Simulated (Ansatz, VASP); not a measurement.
W: VASP beside Ansatz

```
W
1.0
    -1.58480    1.58480    1.58480
     1.58480   -1.58480    1.58480
     1.58480    1.58480   -1.58480
W
1
Direct
  0.00000 0.00000 0.00000
```

Alike in both runs: task single point; functional r2SCAN; k mesh 14 × 14 × 14; occupations fermi-dirac, width 0.1 eV; no spin polarisation.

|  | VASP | Ansatz |
| --- | --- | --- |
| version | VASP 6.6.1 | Ansatz 0.2.0 |
| potentials or method | VASP PAW PBE potentials, release 64 (W_sv) | plane waves (600 eV) with PAW, scalar-relativistic |
| plane-wave cutoff (eV) | 520 | 600 |
| valence electrons in the cell | 14 | 14 |

|  | VASP | Ansatz | Ansatz less VASP |
| --- | --- | --- | --- |
| pressure (GPa) | 1.2 | 0.0 | -1.19 |

The functional is the same, so the differences come from potentials, cutoffs and numerics.

Caveats: the PAW data sets were made with another functional, which shifts forces and pressure a little (VASP). The runs have no spin-orbit coupling, so splittings on W are missing.
